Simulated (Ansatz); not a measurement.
Input of an Ansatz 0.2.0 run:

File input.yaml:

```yaml
crystal:
  lattice:
    - [3.1059, 0.0, 0.0]
    - [-1.55295, 2.6897883016, 0.0]
    - [0.0, 0.0, 4.9464]
  atoms:
    - { symbol: Ta, position: [0.6666666667, 0.3333333333, 0.74799] }
    - { symbol: Ta, position: [0.3333333333, 0.6666666667, 0.25201] }
    - { symbol: C, position: [0.0, 0.0, 0.0] }
hamiltonian:
  xc: lda
  pseudopotentials: { kind: paw }
  hubbard: { sites: [{ species: Ta, l: d, u_eff: 5.0 }] }
kpoints:
  mp_grid: { grid: [10, 10, 6] }
scf:
  occupations: { method: fermi_dirac, width: 0.05 }
output:
  forces: true
  stress: true
  eigenvalues: true
  write_density: true
  write_potential: true
  elf: true
  volumetric_format: npy
relax:
  f_tol: 0.01
  max_steps: 40
  cell: { stress_tol: 0.05 }
```

Potentials or basis: Ansatz PAW.

Launch:

```console
$ ansatz run input.yaml --threads 2 --pin off --max-ram 5632MiB --backend cpu --events-out ev --progress --plain --runs-dir out
```

(1) What does it give for the space group after relaxing (to 0.05 Å)?

(2) Predict the band gap on the k mesh.

(3) Predict the relaxed volume.

(4) Estimate the relaxed cell.

## Answers

(1) P-3m1 (No. 164).

(2) none (metal or under the smearing width).

(3) 13.51 Å³/atom.

(4) a = 3.089 Å, b = 3.089 Å, c = 4.906 Å, α = 90.00°, β = 90.00°, γ = 120.00°.

Caveat: U without spin polarisation on a metal has little footing; the PAW data sets come from PBE, with cores solved anew for the run's functional, which leaves a small shift of forces and pressure; the U is typed as a test and isn't derived for this compound.
